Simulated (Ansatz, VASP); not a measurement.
# Al2Cu: VASP beside Ansatz

```xyz
3
Lattice="4.5128 0.0000 0.0000 -2.2564 3.9082 0.0000 0.0000 0.0000 2.6674" Properties=species:S:1:pos:R:3 pbc="T T T"
Al    0.0000    2.6054    1.3337
Al    2.2564    1.3027    1.3337
Cu    0.0000    0.0000    0.0000
```

Alike in both runs: functional PBE; k mesh 12 × 12 × 16; occupations gaussian, width 0.1 eV; no spin polarisation.

Ansatz relaxed the structure, and its values are those at the end. VASP's run is a single point on that final structure, the one shown.

```csv
,VASP,Ansatz
version,VASP 6.6.1,Ansatz 0.2.0
potentials or method,"VASP PAW PBE potentials, release 64 (Al, Cu)","scalar-relativistic, plane waves, PAW"
plane-wave cutoff (eV),520,420
valence electrons in the cell,17,25
```

|  | VASP | Ansatz | Ansatz less VASP |
| --- | --- | --- | --- |
| gap on the k mesh at the Fermi level (eV) | none | none | - |
| pressure (GPa) | 0.1 | 0.0 | -0.09 |

A gap of «none» marks a metal or a gap that the smearing closes. The two sets of potentials don't hold the same shells in valence.
